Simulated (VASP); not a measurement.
GaN:

```xyz
2
Lattice="0.0000 2.1352 2.1352 2.1352 0.0000 2.1352 2.1352 2.1352 0.0000" Properties=species:S:1:pos:R:3 pbc="T T T"
Ga    0.0000    0.0000    0.0000
N     2.1352    2.1352    2.1352
```

Measurements of this composition are mostly on another form, of space group No. 186.

```yaml
Program: VASP 6.6.1
Task: relaxation of cell and atoms
Functional: r2SCAN
Dispersion: rVV10
Potentials_or_basis: VASP PAW PBE potentials, release 64 (Ga_d, N)
Cutoff: 600 eV
k_mesh: 14 × 14 × 14
Occupations: gaussian, width 0.02 eV
Spin: no spin polarisation
```

At the start: pressure -9.0 GPa; volume 9.74 Å³/atom.

Task: How do energy, volume and symmetry change on relaxing?

Result: Over 6 steps the energy falls by 11.0 meV/atom and the volume is 9.37 Å³/atom (-3.8 %); space group Fm-3m (No. 225, to 0.05 Å).

Step by step:
```tsv
step	energy change (eV)	largest force (eV/Å)	pressure (GPa)	volume (Å³)
1	0.0000	0.0000	-8.96	19.47
2	0.0025	0.0000	11.07	17.98
3	-0.0221	0.0000	0.09	18.72
4	-0.0221	0.0000	-0.11	18.73
5	-0.0221	0.0000	-0.12	18.73
6	-0.0221	0.0000	-0.07	18.73
```

Final structure:
```
CELL_PARAMETERS angstrom
0.00000 2.10796 2.10796
2.10796 0.00000 2.10796
2.10796 2.10796 0.00000
ATOMIC_POSITIONS crystal
Ga 0.00000 0.00000 0.00000
N 0.50000 0.50000 0.50000
```

Caveat: the PAW data sets were made with another functional, which shifts forces and pressure a little.
